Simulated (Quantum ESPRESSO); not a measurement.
HfN:

```
Hf N
1.0
     0.00000    2.45482    2.45482
     2.45482    0.00000    2.45482
     2.45482    2.45482    0.00000
Hf N
1 1
Direct
  0.00000 0.00000 0.00000
  0.25000 0.25000 0.25000
```

The cell comes from a database or a generator and needn't be the stable form of this composition.

* Program: Quantum ESPRESSO 7.5
* Task: single point
* Functional: PBEsol
* Potentials or basis: GBRV 1.5 PBEsol
* Cutoff: 612 eV
* Density cutoff: 4898 eV
* k mesh: 9 × 9 × 9
* Occupations: fermi-dirac, width 0.05 eV
* Spin: no spin polarisation

On this cell: pressure -5.1 GPa; largest force zero by symmetry; band gap on the k mesh none (metal or under the smearing width).

The same run follows on a disturbed copy (atoms moved at random, drawn with an rms of 0.05 Å):

```xyz
2
Lattice="0.0000 2.4548 2.4548 2.4548 0.0000 2.4548 2.4548 2.4548 0.0000" Properties=species:S:1:pos:R:3 pbc="T T T"
Hf   -0.0156   -0.0121   -0.0110
N     1.1836    1.2351    1.2436
```

Problem. What changes?

Solution. The energy (extrapolated to zero smearing) moves by +5.9 meV/atom; pressure -4.9 GPa; largest force 0.558 eV/Å; band gap on the k mesh none (metal or under the smearing width).

Forces on the atoms (eV/Å):
```
Hf  -0.353  0.265  0.341
N    0.353 -0.265 -0.341
```

Stress tensor (GPa, compression positive):
```
-4.93 -1.56 -1.20
-1.56 -4.92  1.61
-1.20  1.61 -4.93
```
